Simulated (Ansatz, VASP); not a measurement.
**Ir in VASP and in Ansatz**

```
Ir
1.0
     2.71116    0.00000    0.00000
    -1.35558    2.34793    0.00000
     0.00000    0.00000    8.84461
Ir
4
Direct
  0.00000 0.00000 0.00000
  0.00000 0.00000 0.50000
  0.33333 0.66667 0.75000
  0.66667 0.33333 0.25000
```

Alike in both runs: functional PBEsol; k mesh 21 × 21 × 6; occupations gaussian, width 0.1 eV; no spin polarisation.

Ansatz relaxed the structure, and its values are those at the end. VASP's run is a single point on that final structure, the one shown.

|  | VASP | Ansatz |
| --- | --- | --- |
| version | VASP 6.6.1 | Ansatz 0.2.0 |
| potentials or method | VASP PAW PBE potentials, release 64 (Ir) | scalar-relativistic, plane waves, PAW |
| plane-wave cutoff (eV) | 520 | 420 |
| valence electrons in the cell | 36 | 68 |

```tsv
	VASP	Ansatz	Ansatz less VASP
gap on the k mesh at the Fermi level (eV)	none	none	-
pressure (GPa)	1.0	0.0	-0.97
```

A gap of «none» marks a metal or a gap that the smearing closes. The two sets of potentials don't hold the same shells in valence.

Caveats: the PAW data sets were made with another functional, which shifts forces and pressure a little (VASP). Spin-orbit coupling is left out, which matters for the levels of Ir.
